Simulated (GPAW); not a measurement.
Runs of GPAW 26.7.0 on NiO. The structure is cubic, space group Pm-3m (No. 221). The conventional cell has a = 2.538 Å, b = 2.538 Å, c = 2.538 Å, α = 90.00°, β = 90.00°, γ = 90.00°. Around Ni (site symmetry m-3m) lie 8 O at 2.20 Å. Around O (site symmetry m-3m) lie 8 Ni at 2.20 Å. Measurements of this composition are mostly on another form, of space group No. 225.

```csv
cell,site radius,gap on the mesh (eV),moment (μB)
"Pm-3m, 8.17 Å³/atom",1.044,none,0.82
"Pm-3m, 8.01 Å³/atom",1.037,none,(a)
"Pm-3m, 8.33 Å³/atom",1.051,none,1.29
"Pm-3m, 7.86 Å³/atom",1.03,none,0.44
```

Alike in all rows: task magnons; level LDA; potentials or basis the program's PAW data sets (release 1.2.1) made for this functional, pw; spin collinear, ferromagnetic start; k mesh 9 × 9 × 9; cutoff (eV) 550; smearing fermi-dirac 0.05 eV.

**Question.** Estimate the missing entries.

**Answer.** (a) 0.69.

Caveats: the number of bands moves the energies at small q by some ten meV; the exchange constants hang on this mesh and on the site radius; magnon energies are noisy on this mesh; the stock nickel data set gives pressures a few GPa off other programs; a cell with one magnetic atom can't hold antiferromagnetic order, which such compounds often take; semilocal functionals often make such compounds metallic where correlation or magnetic order opens a gap, which also shifts bond lengths.

A gap of «none» marks a metal or a gap under the smearing width.
